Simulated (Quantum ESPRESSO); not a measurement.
**Ti under changes of volume**

One of the cells (17.676 Å³/atom); the others are scaled copies at fixed shape and fractional positions:

```
CELL_PARAMETERS angstrom
-1.64100 1.64100 1.64100
1.64100 -1.64100 1.64100
1.64100 1.64100 -1.64100
ATOMIC_POSITIONS crystal
Ti 0.00000 0.00000 0.00000
```

This isn't the form of Ti at room conditions, which is hcp.

```yaml
Program: Quantum ESPRESSO 7.5
Functional: PBE
Potentials_or_basis: SSSP 1.3 efficiency PBE
Cutoff: 748 eV
Density_cutoff: 5987 eV
k_mesh: 11 × 11 × 11
Occupations: fermi-dirac, width 0.05 eV
Spin: no spin polarisation
```

| volume (Å³/atom) | energy over the lowest point (meV/atom) | pressure (GPa) |
| --- | --- | --- |
| 16.616 | 6.76 | 4.2 |
| 16.969 | 0.84 | 1.7 |
| 17.323 | 0.00 | -0.5 |
| 17.676 | 3.78 | -2.5 |
| 18.030 | 11.78 | -4.4 |
| 18.383 | ? | ? |
| 18.737 | 38.96 | -7.6 |

**Question.** What does the run at 18.383 Å³/atom give?

**Answer.** Energy over the lowest point 23.61 meV/atom; pressure -6.1 GPa.

Worked out: A Birch-Murnaghan fit of order 3 (a polynomial in V^(-2/3)) to the other rows has its minimum at 17.21 Å³/atom with B0 = V·E''(V) = 105 GPa and B' = 3.6. It gives 23.60 meV/atom at 18.383 Å³/atom, against the run's 23.61, and -dE/dV = -6.2 GPa, against -6.1.

Energies are extrapolated to zero smearing.
